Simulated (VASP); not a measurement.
# C (Graphite): input slips in a relaxation and what they do, part 2 of 2

Some relaxations of C (Graphite) get a fault in the input on purpose. Which of them show, and how? The starting structure is a measured crystal structure from the Crystallography Open Database. The first relaxation on each setting starts from this cell expanded by 3 % in volume.

VASP 6.6.1.

Results so far: reference 9.45 Å³ an atom; the cell held fixed (ISIF = 2) 9.09 Å³ an atom.

**5. Relaxation with a smearing far too wide**

Level of this step: PBEsol; plane waves and PAW (C) (VASP).

A slip made on purpose: a smearing far too wide. Against step 2 the input has SIGMA = 2 (also changed: NELM).

Input file INCAR:

```
SYSTEM = C
PREC = Accurate
ENCUT = 520
EDIFF = 1E-06
NELM = 60
ISMEAR = 0
SIGMA = 2
LREAL = .FALSE.
ALGO = Normal
GGA = PS
NBANDS = 14
LORBIT = 11
LWAVE = .FALSE.
LCHARG = .FALSE.
KPAR = 8
IBRION = 2
NSW = 50
ISIF = 3
EDIFFG = -0.006
```

Input file POSCAR:

```
C
1.0
    2.4883976263      0.0000000000      0.0000000000
   -1.2441988131      2.1550155591      0.0000000000
    0.0000000000      0.0000000000      6.7774498661
C
4
Direct
    0.6666666667      0.3333333333      0.7500000000
    0.3333333333      0.6666666667      0.2500000000
    0.0000000000      0.0000000000      0.7500000000
    0.0000000000      0.0000000000      0.2500000000
```

Input file KPOINTS:

```
Automatic mesh
0
Gamma
10 10 4
0 0 0
```

The projector-augmented-wave data sets are C (PBE family, release 64).

The run is started by

```sh
mpirun -np 8 vasp_std
```

What it wrote:

```text
[... set-up lines as in an earlier step ...]
 entering main loop
       N       E                     dE             d eps       ncg     rms          rms(c)
DAV:   1     0.369080506322E+02    0.36908E+02   -0.80311E+03  1184   0.105E+03
DAV:   2    -0.378125395501E+02   -0.74721E+02   -0.68327E+02  1644   0.201E+02
DAV:   3    -0.408812459032E+02   -0.30687E+01   -0.30506E+01  1548   0.396E+01
DAV:   4    -0.409112609395E+02   -0.30015E-01   -0.29992E-01  1476   0.465E+00
[...]
DAV:  10    -0.387761430141E+02   -0.13420E-03   -0.33731E-04  1380   0.128E-01    0.516E-02
DAV:  11    -0.387761387274E+02    0.42867E-05   -0.15829E-05  1508   0.292E-02    0.386E-03
DAV:  12    -0.387761393566E+02   -0.62926E-06   -0.57334E-07  1204   0.578E-03
   1 F= -.38776139E+02 E0= -.38403649E+02  d E =-.387761E+02
[... from here on, the cycles between the ionic steps are left out ...]
   2 F= -.38682801E+02 E0= -.38351898E+02  d E =0.933384E-01
   3 F= -.38798394E+02 E0= -.38439104E+02  d E =-.222547E-01
   4 F= -.38798405E+02 E0= -.38439393E+02  d E =-.222657E-01
   5 F= -.38798397E+02 E0= -.38439649E+02  d E =-.222580E-01
   6 F= -.38798699E+02 E0= -.38440043E+02  d E =-.301839E-03
   7 F= -.38799501E+02 E0= -.38441127E+02  d E =-.110389E-02
   8 F= -.38800680E+02 E0= -.38442841E+02  d E =-.228251E-02
   9 F= -.38801571E+02 E0= -.38444668E+02  d E =-.317354E-02
  10 F= -.38792907E+02 E0= -.38427266E+02  d E =0.866399E-02
  11 F= -.38801623E+02 E0= -.38444142E+02  d E =-.520496E-04
[...]
reached required accuracy - stopping structural energy minimisation
```

Elapsed: 20 s, on 8 MPI ranks of Intel Xeon Platinum 8375C at 2.90GHz (Ice Lake), shared host; peak memory 1.4 GiB.

OUTCAR, selected parts (step 5):

```text
  Total        0.0059696      0.0059696      0.0001778      0.0000000     -0.0000000      0.0000000
  in kB        0.2571129      0.2571129      0.0076565      0.0000000     -0.0000000      0.0000000
  external PRESSURE =       0.1739608 kB  Pullay stress =       0.0000000 kB

 POSITION                                       TOTAL-FORCE (eV/Angst)
 -----------------------------------------------------------------------------------
      1.23294      0.71184      5.29813         0.000000      0.000000     -0.000000
     -0.00000      1.42367      1.76604        -0.000000     -0.000000      0.000000
      0.00000      0.00000      5.29813        -0.000000     -0.000000      0.000000
      0.00000      0.00000      1.76604         0.000000      0.000000     -0.000000
 -----------------------------------------------------------------------------------
    total drift:                               -0.000000      0.000000      0.000000

  FREE ENERGIE OF THE ION-ELECTRON SYSTEM (eV)
  ---------------------------------------------------
  free  energy   TOTEN  =       -38.8016229886 eV

  energy  without entropy=      -38.0866601015  energy(sigma->0) =      -38.44414155

[... 2 parts as in an earlier step ...]

[... 2 further parts left out ...]
[key lines of the parts left out:]
E-fermi :   4.0673
```

Logs of long relaxations may skip ionic steps without a mark.

With a smearing far too wide the cell ends at 9.300 Å³ an atom, -1.59 % from the reference, a by +0.2 % and c by -2.0 %.

**6. Relaxation with a loose energy criterion for the relaxation**

A slip made on purpose: a loose energy criterion for the relaxation. Against step 2 the input has EDIFFG = 0.1 (also changed: NELM).

Edit INCAR of step 5 so:

```diff
@@ -6,3 +6,3 @@
 ISMEAR = 0
-SIGMA = 2
+SIGMA = 0.03
 LREAL = .FALSE.
@@ -18,2 +18,2 @@
 ISIF = 3
-EDIFFG = -0.006
+EDIFFG = 0.1
```

POSCAR is that of step 5.

KPOINTS is that of step 5.

The run is started by

```sh
mpirun -np 8 vasp_std
```

What it wrote:

```text
[... set-up lines as in an earlier step ...]
 entering main loop
       N       E                     dE             d eps       ncg     rms          rms(c)
[... 12 cycles as in an earlier step ...]
   1 F= -.38540111E+02 E0= -.38540111E+02  d E =-.385401E+02
[...]
N       E                     dE             d eps       ncg     rms          rms(c)
DAV:   1    -0.384554553800E+02    0.84655E-01   -0.61321E+00  1254   0.226E+01    0.171E+00
DAV:   2    -0.384132528611E+02    0.42203E-01   -0.11040E-01  1476   0.244E+00    0.116E+00
DAV:   3    -0.383854628764E+02    0.27790E-01   -0.38671E-02  1290   0.144E+00    0.143E-01
DAV:   4    -0.383854691330E+02   -0.62566E-05   -0.17628E-03  1350   0.275E-01    0.794E-02
DAV:   5    -0.383855232799E+02   -0.54147E-04   -0.25038E-04  1272   0.122E-01    0.233E-02
DAV:   6    -0.383855039080E+02    0.19372E-04   -0.29255E-05  1344   0.395E-02    0.121E-02
DAV:   7    -0.383855041588E+02   -0.25087E-06   -0.64465E-06  1446   0.175E-02
   2 F= -.38385504E+02 E0= -.38385504E+02  d E =0.154607E+00
 trial-energy change:    0.154607  1 .order    0.162283   -0.218408    0.542973
 step:   0.2995(harm=  0.2869)  dis= 0.00000  next Energy=   -38.573029 (dE=-0.329E-01)
[...]
N       E                     dE             d eps       ncg     rms          rms(c)
DAV:   1    -0.386085732884E+02   -0.22307E+00   -0.29233E+00  1230   0.153E+01    0.120E+00
DAV:   2    -0.385875338686E+02    0.21039E-01   -0.46172E-02  1482   0.164E+00    0.798E-01
DAV:   3    -0.385741894233E+02    0.13344E-01   -0.17245E-02  1236   0.957E-01    0.111E-01
DAV:   4    -0.385741962775E+02   -0.68542E-05   -0.78596E-04  1440   0.184E-01    0.563E-02
DAV:   5    -0.385742272549E+02   -0.30977E-04   -0.13990E-04  1266   0.910E-02    0.337E-02
DAV:   6    -0.385742179536E+02    0.93012E-05   -0.19029E-05  1332   0.319E-02    0.784E-03
DAV:   7    -0.385742160254E+02    0.19282E-05   -0.59543E-06  1440   0.172E-02    0.242E-03
DAV:   8    -0.385742161268E+02   -0.10140E-06   -0.19811E-07   786   0.336E-03
   3 F= -.38574216E+02 E0= -.38574216E+02  d E =-.341051E-01
[...]
reached required accuracy - stopping structural energy minimisation
```

Run time: 7.4 s. Hardware: 8 MPI ranks; peak memory 1.3 GiB; 48 s of CPU time.

Parts of OUTCAR (step 6):

```text
  Total       -0.0740831     -0.0740831      0.2546377     -0.0000000      0.0000000      0.0000000
  in kB       -3.3345764     -3.3345764     11.4615732     -0.0000000      0.0000000      0.0000000
  external PRESSURE =       1.5974735 kB  Pullay stress =       0.0000000 kB

 POSITION                                       TOTAL-FORCE (eV/Angst)
 -----------------------------------------------------------------------------------
      1.23070      0.71055      5.08809        -0.000000      0.000000      0.000000
     -0.00000      1.42109      1.69603        -0.000000     -0.000000     -0.000000
      0.00000     -0.00000      5.08809        -0.000000     -0.000000     -0.000000
      0.00000     -0.00000      1.69603         0.000000      0.000000      0.000000
 -----------------------------------------------------------------------------------
    total drift:                               -0.000000      0.000000      0.000000

  FREE ENERGIE OF THE ION-ELECTRON SYSTEM (eV)
  ---------------------------------------------------
  free  energy   TOTEN  =       -38.5742161268 eV

  energy  without entropy=      -38.5742161268  energy(sigma->0) =      -38.57421613

[... 2 parts as in an earlier step ...]

[... 2 further parts left out ...]
[key lines of the parts left out:]
E-fermi :   4.1672
```

With a loose energy criterion for the relaxation the cell ends at 8.899 Å³ an atom, -5.83 % from the reference, a by +0.0 % and c by -5.9 %.

**7. The runs compared**

| run | ended | volume (Å³/atom) | change (%) | pressure left (GPa) | core minutes |
| --- | --- | --- | --- | --- | --- |
| reference | converged | 9.45 | - | -0.02 | 6.32 |
| a functional's name that the tag doesn't take | stopped by VASP | - | - | - | 0.907 |
| the cell held fixed (ISIF = 2) | converged | 9.086 | -3.85 | -8.42 | 0.64 |
| a smearing far too wide | converged | 9.3 | -1.59 | 0.02 | 2.61 |
| a loose energy criterion for the relaxation | converged | 8.899 | -5.83 | 0.16 | 0.987 |

Core minutes are wall time times ranks, summed over the relaxations behind a row (those for a bulk modulus apart), on shared hosts.

**8. Summary of results**

```
volume of the reference                                                   : 9.450 Å³/atom
volume against the reference, the cell held fixed (ISIF = 2)              : -3.85 %
volume against the reference, a smearing far too wide                     : -1.59 %
volume against the reference, a loose energy criterion for the relaxation : -5.83 %
run with a functional's name that the tag doesn't take                    : stopped by VASP
```

**Reading.** VASP stopped by itself in the run with a functional's name that the tag doesn't take. Finished, but with signs in the output that stand out against the reference: the cell held fixed (ISIF = 2), with the volume kept at the input's, -3.9 % from the reference, a by +1.1 % and c by -6.0 % (signs: a stress of up to 13.2 GPa); a smearing far too wide, with the volume changed by -1.6 %, a by +0.2 % and c by -2.0 % (signs: a large entropy term in the energy); a loose energy criterion for the relaxation, with the volume changed by -5.8 %, a by +0.0 % and c by -5.9 % (signs: a stress of up to 1.1 GPa). The reference was restarted once and the runs with a slip weren't, so their cells may not have settled fully. Further runs on this material are not shown.

[Lines on the potential files, build, host, timing and source positions are cut from VASP's logs without a mark.]

[Logs are printed without paths, hosts, clocks, repeated set-up lines and the standing remarks that a program may print on its own settings, such as how far it seeks lower states.]

[Hosts, paths, dates, database ids (printed as entryN), source tags and the programs' standing remarks are cut or masked in the printed files.]
